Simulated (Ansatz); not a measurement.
The system is MnSi.

```
Mn Si
1.0
     2.98743    0.00000    0.00000
     0.00000    2.98743    0.00000
     0.00000    0.00000    2.98743
Mn Si
1 1
Direct
  0.50000 0.50000 0.50000
  0.00000 0.00000 0.00000
```

The cell was built by a generator and needn't be a form met in nature.

| Item | Value |
| --- | --- |
| Program | Ansatz 0.2.0 |
| Task | relaxation of cell and atoms |
| Functional | HSE03 |
| Potentials or basis | Ansatz PAW |
| Cutoff | 420 eV (not typed: the program's choice for these potentials) |
| k mesh | 5 × 5 × 5 |
| Occupations | fermi-dirac, width 0.05 eV |
| Spin | collinear spin, ferromagnetic start |
| Starting moments | [4.0, 0.0] μB |

At the start: volume 13.33 Å³/atom.

Question: Where does the relaxation end?

Answer: It ends after 8 steps and the volume is 15.19 Å³/atom (+13.9 %); space group Pm-3m (No. 221, to 0.05 Å); moment 3.88 μB per cell.

Step by step:
```tsv
step	energy change (eV)	largest force (eV/Å)	volume (Å³)
1	0.0000	0.0000	26.66
2	-0.0420	0.0000	28.01
3	-0.0464	0.0000	28.48
4	-0.0793	0.0000	30.10
5	-0.0798	0.0000	30.40
6	-0.0829	0.0000	30.40
7	-0.0830	0.0000	30.38
8	-0.0830	0.0000	30.38
```

Final structure:
```
CELL_PARAMETERS angstrom
3.12023 0.00000 0.00000
0.00000 3.12023 0.00000
0.00000 0.00000 3.12023
ATOMIC_POSITIONS crystal
Mn 0.50000 0.50000 0.50000
Si 0.00000 0.00000 0.00000
```

Caveat: the k mesh is coarse (spacing up to 0.42 Å⁻¹), so the values aren't converged, least of all with exact exchange; the magnetic or orbital state may not be the lowest; the plane-wave basis is chosen anew once the cell has moved, so the energies of steps on either side of that aren't comparable; the PAW data sets come from PBE, with cores solved anew for the run's functional, which leaves a small shift of forces and pressure.
